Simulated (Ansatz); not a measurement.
## NaH: one input, then a changed one

The cell is COD entry 9008680, as deposited and not checked against the literature; nothing was relaxed.

First run: DFT, PBE, all-electron LAPW, scalar-relativistic (Ansatz 0.2.0).

Command: `ansatz run input.yaml --threads 1 --pin off --max-ram 2048MiB --backend cpu --events-out ev --progress --plain --runs-dir out` The run took about 9.7 s on 1 thread of a shared machine.

```yaml
crystal:
  lattice:
    - [0.0, 2.44, 2.44]
    - [2.44, 0.0, 2.44]
    - [2.44, 2.44, 0.0]
  atoms:
    - { symbol: Na, position: [0.0, 0.0, 0.0] }
    - { symbol: H, position: [0.5, 0.5, 0.5] }
kpoints:
  mp_grid: { grid: [9, 9, 9] }
scf:
  occupations: { method: fermi_dirac, width: 0.03 }
hamiltonian:
  xc: pbe
  pseudopotentials:
    kind: all_electron
    lapw: { basis_error: 0.001, muffin_tin_radii: { H: 0.732, Na: 0.732 } }
output:
  forces: true
  stress: true
  eigenvalues: true
```

Result: converged; pressure -0.64 GPa; gap on the k mesh 4.01 eV (the mesh can miss the band edges); 6 SCF iterations.

A second input differs as follows:

```diff
@@ -1,7 +1,7 @@
 crystal:
   lattice:
-    - [0.0, 2.44, 2.44]
-    - [2.44, 0.0, 2.44]
-    - [2.44, 2.44, 0.0]
+    - [0.0, 1.708, 1.708]
+    - [1.708, 0.0, 1.708]
+    - [1.708, 1.708, 0.0]
   atoms:
     - { symbol: Na, position: [0.0, 0.0, 0.0] }
@@ -11,4 +11,5 @@
 scf:
   occupations: { method: fermi_dirac, width: 0.03 }
+  max_iter: 50
 hamiltonian:
   xc: pbe
```

**Question.** What is wrong with it, and what does the program do?

**Answer.** The fault is a lattice far too small. The run converged; pressure 172.4 GPa; gap on the k mesh 6.78 eV (the mesh can miss the band edges); 6 SCF iterations. The numbers describe a strongly squeezed or stretched cell, not the crystal at ambient pressure. The log ends:
```
  P = ⅓ Tr σ = 172.4395 GPa (1724.395 kbar)
--- Band table (eV; the first three rows and the last of 35) ---
  k-point 0: bands = ["-1016.0289", "-40.5674", "-11.5136", "-11.5136", "-11.5136", "3.2274", "34.0818", "35.0304", "35.0304", "35.0304"]
  k-point 1: bands = ["-1016.0289", "-40.5206", "-11.7653", "-11.5330", "-11.5330", "3.7765", "30.0492", "33.2212", "34.6934", "34.6934"]
  k-point 2: bands = ["-1016.0289", "-40.4009", "-12.3609", "-11.5817", "-11.5817", "5.2609", "24.5026", "31.7710", "33.5069", "33.5069"]
  k-point 34: bands = ["-1016.0289", "-40.0415", "-12.6972", "-12.4415", "-12.0797", "9.9003", "19.7477", "20.6340", "27.6809", "39.1552"]
```
